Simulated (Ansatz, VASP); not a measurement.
**MgO: VASP beside Ansatz**

INCAR

```
SYSTEM = MgO
PREC     = Accurate       ! precision mode
ENCUT    = 520            ! plane-wave cutoff, eV
EDIFF    = 1E-7           ! SCF threshold, eV
ISMEAR   = 0              ! smearing method
SIGMA    = 0.05           ! smearing width, eV
LREAL    = .False.        ! projectors in reciprocal space
LASPH    = .True.         ! aspherical terms in the spheres
NELM     = 60             ! most SCF steps
ALGO     = Normal         ! electronic algorithm
ISIF     = 2              ! what is computed and relaxed
LWAVE    = .False.        ! write WAVECAR
LCHARG   = .False.        ! write CHGCAR
GGA      = PS             ! functional
NBANDS   = 16             ! bands
```

KPOINTS

```
regular mesh
0
Gamma
  9 9 6
  0 0 0
```

File POSCAR:

```
MgO
1.0
    3.4947663863      0.0000000000      0.0000000000
   -1.7473831932      3.0265564708      0.0000000000
    0.0000000000      0.0000000000      4.1947132299
Mg O
2 2
Direct
    0.6465117478      0.2930234957      0.7500000000
    0.3534882522      0.7069765043      0.2500000000
    0.6815065062      0.3630130124      0.2500000000
    0.3184934938      0.6369869876      0.7500000000
```

Input for Ansatz:

```yaml
crystal:
  lattice:
    - [3.4947663863, 0.0, 0.0]
    - [-1.7473831932, 3.0265564708, 0.0]
    - [0.0, 0.0, 4.1947132299]
  atoms:
    - { symbol: Mg, position: [0.6465117478, 0.2930234957, 0.75] }
    - { symbol: Mg, position: [0.3534882522, 0.7069765043, 0.25] }
    - { symbol: O, position: [0.6815065062, 0.3630130124, 0.25] }
    - { symbol: O, position: [0.3184934938, 0.6369869876, 0.75] }
basis:
  ecutwfc: 520.0
kpoints:
  mp_grid: { grid: [9, 9, 6] }
hamiltonian:
  xc: pbesol
  pseudopotentials: { kind: paw, azcp: { folder: soft_1 } }
scf:
  occupations: { method: gaussian, width: 0.05 }
output:
  forces: true
  stress: true
  eigenvalues: true
```

Change from the starting cell: mode 5 frozen in at -0.122 Å, strain +e along z and -e/2 along x and y +0.0000.

Alike in both runs: task single point; functional PBEsol; k mesh 9 × 9 × 6; occupations gaussian, width 0.05 eV; no spin polarisation.

|  | VASP | Ansatz |
| --- | --- | --- |
| version | VASP 6.6.1 | Ansatz 0.2.0 |
| potentials or method | VASP PAW PBE potentials, release 64 (Mg, O) | scalar-relativistic, plane waves, PAW |
| plane-wave cutoff (eV) | 520 | 520 |
| valence electrons in the cell | 16 | 32 |

|  | VASP | Ansatz | Ansatz less VASP |
| --- | --- | --- | --- |
| gap on the k mesh at the Fermi level (eV) | 3.17 | 3.18 | +0.009 |
| least direct gap on the mesh (eV) | 3.17 | 3.18 | +0.009 |
| pressure (GPa) | -0.3 | 0.1 | +0.41 |
| largest component of the traceless stress (GPa) | 1.02 | 1.06 | +0.045 |
| rms of the force components (eV/Å) | 0.457 | 0.451 | -0.0058 |

Atom by atom the forces differ by 0.006 eV/Å (rms over components). The two sets of potentials don't hold the same shells in valence. Ansatz warned: «pseudo_functional_mismatch».

Caveats: the PAW data sets were made with another functional, which shifts forces and pressure a little (VASP).
